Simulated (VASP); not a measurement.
Mg:

```
Mg
1.0
     3.20930    0.00000    0.00000
    -1.60465    2.77934    0.00000
     0.00000    0.00000    5.21030
Mg
2
Direct
  0.66667 0.33333 0.75000
  0.33333 0.66667 0.25000
```

- Program: VASP 6.6.1
- Task: relaxation of cell and atoms
- Functional: PBE
- Potentials or basis: VASP PAW PBE potentials, release 64 (Mg)
- Cutoff: 580 eV
- k mesh: 10 × 10 × 5
- Occupations: fermi-dirac, width 0.05 eV
- Spin: no spin polarisation

At the start: pressure -0.5 GPa; volume 23.24 Å³/atom.

Q: Where does the relaxation end?

A: Over 6 steps the energy falls by 2.9 meV/atom and the volume is 22.93 Å³/atom (-1.3 %); space group P6_3/mmc (No. 194, to 0.05 Å).

The path:
```tsv
step	energy change (eV)	largest force (eV/Å)	pressure (GPa)	volume (Å³)
1	0.0000	0.0000	-0.50	46.47
2	-0.0028	0.0000	-0.12	45.99
3	-0.0044	0.0000	0.44	45.32
4	-0.0054	0.0000	0.33	45.48
5	-0.0054	0.0000	0.34	45.46
6	-0.0058	0.0000	0.02	45.85
```

Final structure:
```
Mg
1.0
     3.16382    0.00000    0.00000
    -1.58191    2.73995    0.00000
     0.00000    0.00000    5.28930
Mg
2
Direct
  0.66667 0.33333 0.75000
  0.33333 0.66667 0.25000
```
